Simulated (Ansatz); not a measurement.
# What went wrong? bare LaP nanowire along [001] (32 atoms)

Program: Ansatz 0.2.0. The cell: 16 La and 16 P.

File input.yaml:

```yaml
crystal:
  lattice:
    - [15.0125, 0.0, 0.0]
    - [0.0, 15.0125, 0.0]
    - [0.0, 0.0, 24.1]
  atoms:
    - { symbol: La, position: [0.40061, 0.39829, 0.9985] }
    - { symbol: P, position: [0.59974, 0.39885, 0.9998] }
    - { symbol: La, position: [0.60233, 0.60195, 0.99914] }
    - { symbol: P, position: [0.39925, 0.60134, 0.0006] }
    - { symbol: La, position: [0.61972335, 0.39885, 0.9998] }
    - { symbol: P, position: [0.39892, 0.39844, 0.12506] }
    - { symbol: La, position: [0.39798, 0.59812, 0.12561] }
    - { symbol: P, position: [0.60052, 0.59886, 0.12513] }
    - { symbol: La, position: [0.40236, 0.39961, 0.24832] }
    - { symbol: P, position: [0.59981, 0.40217, 0.24953] }
    - { symbol: La, position: [0.60055, 0.59725, 0.24905] }
    - { symbol: P, position: [0.39961, 0.60008, 0.25094] }
    - { symbol: La, position: [0.60067, 0.3975, 0.37502] }
    - { symbol: P, position: [0.39903, 0.3992, 0.37563] }
    - { symbol: La, position: [0.40089, 0.59825, 0.37431] }
    - { symbol: P, position: [0.60094, 0.60037, 0.3762] }
    - { symbol: La, position: [0.40106, 0.40043, 0.50002] }
    - { symbol: P, position: [0.6, 0.39973, 0.49896] }
    [... 8 atom lines left out ...]
    - { symbol: La, position: [0.60104, 0.60217, 0.74958] }
    - { symbol: P, position: [0.39888, 0.59983, 0.74981] }
    - { symbol: La, position: [0.59994, 0.40193, 0.87573] }
    - { symbol: P, position: [0.397, 0.40095, 0.87459] }
    - { symbol: La, position: [0.40019, 0.60153, 0.87581] }
    - { symbol: P, position: [0.59991, 0.6006, 0.87561] }
kpoints:
  mp_grid: { grid: [1, 1, 1] }
hamiltonian:
  xc: pbe
scf:
  occupations: { method: gaussian, width: 0.025 }
  max_iter: 50
output:
  forces: true
```

The run is started by

```
$ ansatz run input.yaml --threads 4 --pin off --max-ram 8192MiB --backend cpu --events-out ev --progress --plain --runs-dir out
```

Numbers of over 12 decimals in the logs are rounded to 6 here.

The log of the run:

```text
Engine: ansatz 0.2.0, aarch64-unknown-linux-gnu
Pseudopotentials: kind: paw
Pseudopotential: La, paw, valence charge 11, recommended cutoff 420 eV (normal), La.paw.azcp
Pseudopotential: P, paw, valence charge 5, recommended cutoff 420 eV (normal), P.paw.azcp
[... 5 lines on functional and potentials left out ...]
Crystal: 32 atoms, lattice volume = 5431.541 Å³
Basis set: ecut = 420 eV, 106057 PW (Γ), exchange–correlation on 216×216×324 points (8 copies of the dense FFT grid, shifted against one another)
Bands: 160, of which v1, the nominal top of the filled ones, is band 128 counted from 1 (127 counted from 0)
Symmetry: 1 space group operations
Space group: P1 (ITA 1), of the structure as read, at distance tolerance 1.8e-4 Å
k-points: 1
[... 5 lines on functional and potentials left out ...]
Initial density: superposition of atomic densities (neutral atoms: chi_scale 0, normalization atom), corrected by the library's trained network
Initial wavefunctions: pseudopotential atomic-orbital guess
Functional: x = pbe(κ = 0.804, μ = 0.219515), c = pbe(β = 0.066725)
SCF iter   1: F=—  HF=-154839.181550 eV  |F-HF|=—  |Δ(HF+E_count)|=         —  Δρ=1.05e0  dr2=2.70e5  ethr=1.77e-3  ⟨swp⟩=80.0  Hψ=8809  notcnv=4  defer=32
preconditioner: auto → Resta (q_TF=auto, 1.640 Å⁻¹)  ε∞=1.0  [insulator: Δε(μ)=0.507 eV  Ē_g=31.855 eV  σ=0.025 eV  W_gap=1.00  n_scr=408 (ndim 8)  ℏωp=1.9 eV  f_vac=0.515  D(μ)=0.00/eV (n_scr^D=0)  ε∞_Penn≈1.0  vacuum switching on, ρ_ref=7.4e-2 e/Å³]
SCF iter   2: F=—  HF=-189169.130555 eV  |F-HF|=—  |Δ(HF+E_count)|=    3.43e4  Δρ=6.80e-1  dr2=1.29e5  ethr=1.77e-3  ⟨swp⟩=46.0  Hψ=10423  notcnv=128  defer=32
SCF iter   3: F=—  HF=-135190.491660 eV  |F-HF|=—  |Δ(HF+E_count)|=    5.40e4  Δρ=3.91e-1  dr2=4.15e4  ethr=1.77e-3  ⟨swp⟩=46.0  Hψ=9340  notcnv=128  defer=20
automatic band count: iteration 3 solves 148 bands in place of 160: the levels show a gap, and the empty bands left out lie too high to hold charge; the band table lists the bands solved (type scf.n_extra_bands for more)
SCF iter   4: F=—  HF=-121300.686388 eV  |F-HF|=—  |Δ(HF+E_count)|=    1.39e4  Δρ=3.00e-1  dr2=2.30e4  ethr=1.77e-3  ⟨swp⟩=46.0  Hψ=7926  notcnv=129  defer=19
SCF iter   5: F=—  HF=-118351.997360 eV  |F-HF|=—  |Δ(HF+E_count)|=    2.95e3  Δρ=3.50e-1  dr2=4.87e4  ethr=1.77e-3  ⟨swp⟩=46.0  Hψ=9359  notcnv=85  defer=20
SCF iter   6: F=—  HF=-116435.284394 eV  |F-HF|=—  |Δ(HF+E_count)|=    1.92e3  Δρ=3.25e-1  dr2=4.12e4  ethr=1.77e-3  ⟨swp⟩=46.0  Hψ=9421  notcnv=96  defer=19
SCF iter   7: F=—  HF=-113815.674041 eV  |F-HF|=—  |Δ(HF+E_count)|=    2.62e3  Δρ=3.37e-1  dr2=4.11e4  ethr=1.77e-3  ⟨swp⟩=46.0  Hψ=6296  notcnv=0  defer=20
SCF iter   8: F=—  HF=-116205.679742 eV  |F-HF|=—  |Δ(HF+E_count)|=    2.39e3  Δρ=3.68e-1  dr2=7.29e4  ethr=1.77e-3  ⟨swp⟩=31.0  Hψ=4300  notcnv=0  defer=17
SCF iter   9: F=—  HF=-114456.775743 eV  |F-HF|=—  |Δ(HF+E_count)|=    1.75e3  Δρ=3.63e-1  dr2=3.90e4  ethr=1.77e-3  ⟨swp⟩=25.0  Hψ=4340  notcnv=0  defer=20
SCF iter  10: F=—  HF=-118651.382100 eV  |F-HF|=—  |Δ(HF+E_count)|=    4.19e3  Δρ=4.09e-1  dr2=1.03e5  ethr=1.77e-3  ⟨swp⟩=29.0  Hψ=4864  notcnv=0  defer=19  recentre
[...]
automatic band count: iteration 13 solves 160 bands in place of 148: the levels no longer show a gap clear of their residuals, so the SCF keeps every band
[...]
SCF iter  44: F=—  HF=-110393.667757 eV  |F-HF|=—  |Δ(HF+E_count)|=   1.58e-3  Δρ=7.47e-5  dr2=5.68e-4  ethr=2.81e-8  ⟨swp⟩=3.0  Hψ=295  notcnv=0  defer=26
SCF iter  45: F=—  HF=-110393.667758 eV  |F-HF|=—  |Δ(HF+E_count)|=   9.01e-7  Δρ=7.77e-5  dr2=6.62e-4  ethr=2.81e-8  ⟨swp⟩=4.0  Hψ=258  notcnv=0  defer=26
SCF iter  46: F=—  HF=-110393.667749 eV  |F-HF|=—  |Δ(HF+E_count)|=   8.40e-6  Δρ=2.79e-5  dr2=6.44e-5  ethr=2.81e-8  ⟨swp⟩=2.0  Hψ=205  notcnv=0  defer=26
SCF iter  47: F=—  HF=-110393.667749 eV  |F-HF|=—  |Δ(HF+E_count)|=   2.81e-8  Δρ=2.91e-5  dr2=6.17e-5  ethr=2.51e-8  ⟨swp⟩=2.0  Hψ=174  notcnv=0  defer=26
SCF iter  48: F=—  HF=-110393.667748 eV  |F-HF|=—  |Δ(HF+E_count)|=   1.45e-6  Δρ=1.33e-5  dr2=5.70e-6  ethr=2.41e-8  ⟨swp⟩=54.0  Hψ=2296  notcnv=0
SCF iter  49: F=—  HF=-110393.667749 eV  |F-HF|=—  |Δ(HF+E_count)|=   1.39e-6  Δρ=2.43e-5  dr2=7.38e-5  ethr=2.22e-9  ⟨swp⟩=3.0  Hψ=317  notcnv=0
SCF iter  50: F=—  HF=-110393.667748 eV  |F-HF|=—  |Δ(HF+E_count)|=   9.39e-7  Δρ=1.33e-5  dr2=1.82e-5  ethr=2.22e-9  ⟨swp⟩=2.0  Hψ=361  notcnv=0
Error: did not converge after 50 iterations: dr2 = 1.82e-5 (threshold 1.00e-7), under the density mixer `msr1`, which `scf.mixing.algorithm: auto` chose by the deck's other keys (type `scf.mixing.algorithm: msr1` to keep it); raise `scf.max_iter`, [...]
```

The job ended after 5.4 min (4 threads of Arm Neoverse V2, shared host; peak memory 3.8 GiB).

Reading the cycles: dr2 is the Hartree energy of the density residual (eV), the measure of convergence; HF is the Harris–Foulkes estimate of the energy, which meets the free energy F at convergence.

Q: Name the fault and the fix.

Atoms that overlap: crystal.atoms[4].position = [0.61972335, 0.39885, 0.9998].

The fix is to restore the position.

The run ended unconverged.

[Logs are printed without paths, hosts, clocks, repeated set-up lines and the standing remarks that a program may print on its own settings, such as how far it seeks lower states.]

[Hosts, paths, dates, database ids (printed as entryN), source tags and the programs' standing remarks are cut or masked in the printed files.]
